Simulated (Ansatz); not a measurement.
The system is Al.

```
Al
1.0
     2.81246    0.00000    0.00000
    -1.40623    2.43566    0.00000
     0.00000    0.00000    4.86685
Al
2
Direct
  0.33333 0.66667 0.25000
  0.66667 0.33333 0.75000
```

This isn't the form of Al at room conditions, which is fcc.

- Program: Ansatz 0.2.0
- Task: relaxation of cell and atoms
- Functional: PBE
- Potentials or basis: Ansatz PAW
- Cutoff: 420 eV (not typed: the program's choice for these potentials)
- k mesh: 11 × 11 × 6
- Occupations: fermi-dirac, width 0.05 eV
- Spin: no spin polarisation

At the start: volume 16.67 Å³/atom.

Task: How do energy, volume and symmetry change on relaxing?

Result: It ends after 6 steps and the volume is 16.63 Å³/atom (-0.2 %); space group P6_3/mmc (No. 194, to 0.05 Å).

Step by step:
```tsv
step	energy change (eV)	largest force (eV/Å)	volume (Å³)
1	0.0000	0.0000	33.34
2	-0.0176	0.0000	33.18
3	-0.0186	0.0000	33.36
4	-0.0188	0.0000	33.26
5	-0.0188	0.0000	33.27
6	-0.0190	0.0000	33.27
```

Final structure:
```
CELL_PARAMETERS angstrom
2.85374 0.00000 0.00000
-1.42687 2.47141 0.00000
0.00000 0.00000 4.71710
ATOMIC_POSITIONS crystal
Al 0.33333 0.66667 0.25000
Al 0.66667 0.33333 0.75000
```

Caveat: the plane-wave basis is chosen anew once the cell has moved, so the energies of steps on either side of that aren't comparable.
